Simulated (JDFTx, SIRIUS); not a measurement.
This is a calculation of Te (Tellurium) for SIRIUS 7.10.0. 

Contents of sirius.json:

```json
{
  "control": {
    "processing_unit": "cpu",
    "verbosity": 2,
    "num_bands_to_print": 34,
    "print_forces": true,
    "print_stress": true
  },
  "parameters": {
    "electronic_structure_method": "pseudopotential",
    "xc_functionals": ["XC_GGA_X_PBE_SOL", "XC_GGA_C_PBE_SOL"],
    "gk_cutoff": 9.0,
    "pw_cutoff": 18.0,
    "ngridk": [3, 3, 2],
    "shiftk": [0, 0, 0],
    "smearing": "fermi_dirac",
    "smearing_width": 0.0018374661,
    "num_bands": 34,
    "num_mag_dims": 0,
    "num_dft_iter": 100,
    "energy_tol": 1e-08,
    "density_tol": 1e-06
  },
  "iterative_solver": {
    "type": "davidson",
    "min_tolerance": 1e-09,
    "tolerance_scale": [0.1, 0.25]
  },
  "mixer": {
    "type": "anderson",
    "beta": 0.7,
    "max_history": 8
  },
  "settings": {
    "tol_ne": 1e-10,
    "pseudo_grid_cutoff": 6.5
  },
  "unit_cell": {
    "lattice_vectors": [
      [8.416840159083, 0.0, 0.0],
      [-4.208420079542, 7.289197397442, 0.0],
      [0.0, 0.0, 11.194737562283]
    ],
    "atom_coordinate_units": "lattice",
    "atom_types": ["Te"],
    "atom_files": {
      "Te": "Te.json"
    },
    "atoms": {
      "Te": [
        [0.731, 0.731, 0.0],
        [0.0, 0.269, 0.6666666667],
        [0.269, 0.0, 0.3333333333]
      ]
    }
  }
}
```

Potentials or basis: PseudoDojo 0.4.1 PBE standard (scalar relativistic).

Command:

```bash
$ upf_to_json Te.upf
$ OMP_NUM_THREADS=1 sirius.scf --input=sirius.json --output=out.json --task=0
```

Question: Translate it to JDFTx 1.7.0 (patched build). Potentials or basis there: PseudoDojo-SR-PBEsol-0.4.1-standard, cutoff 1088 eV.

Answer: As run (cutoffs and basis follow the program's own potentials, and thresholds, step limits or extra output files can differ):

Te.in

```
lattice \
    4.4540000000    -2.2270000000     0.0000000000 \
    0.0000000000     3.8572771485     0.0000000000 \
    0.0000000000     0.0000000000     5.9240000000
latt-scale 1.889726124626 1.889726124626 1.889726124626
coords-type Lattice
ion Te     0.7310000000     0.7310000000     0.0000000000 1
ion Te     0.0000000000     0.2690000000     0.6666666667 1
ion Te     0.2690000000     0.0000000000     0.3333333333 1

ion-species pseudo/Te.upf
elec-cutoff 40 320
elec-ex-corr gga-PBEsol
kpoint-folding 3 3 2
elec-smearing Fermi 0.0018374661
elec-n-bands 32
electronic-SCF nIterations 100 energyDiffThreshold 1e-09
electronic-minimize nIterations 30 energyDiffThreshold 1e-7
converge-empty-states yes
forces-output-coords Cartesian

dump-name run.$VAR
dump End Ecomponents EigStats BandEigs Kpoints Forces Stress ElecDensity Dtot KEdensity
```

Potentials or basis: PseudoDojo-SR-PBEsol-0.4.1-standard.

Run with:

```console
$ jdftx -c 1 -i Te.in -o Te.out
```

Both were run:

|  | SIRIUS | JDFTx |
| --- | --- | --- |
| Pressure | -0.3 GPa | -0.4 GPa |
| Largest force | 0.135 eV/Å | 0.139 eV/Å |

SIRIUS's potentials were made for PBE.

Pressure is positive in compression.

The k mesh is coarse, so the values aren't converged.
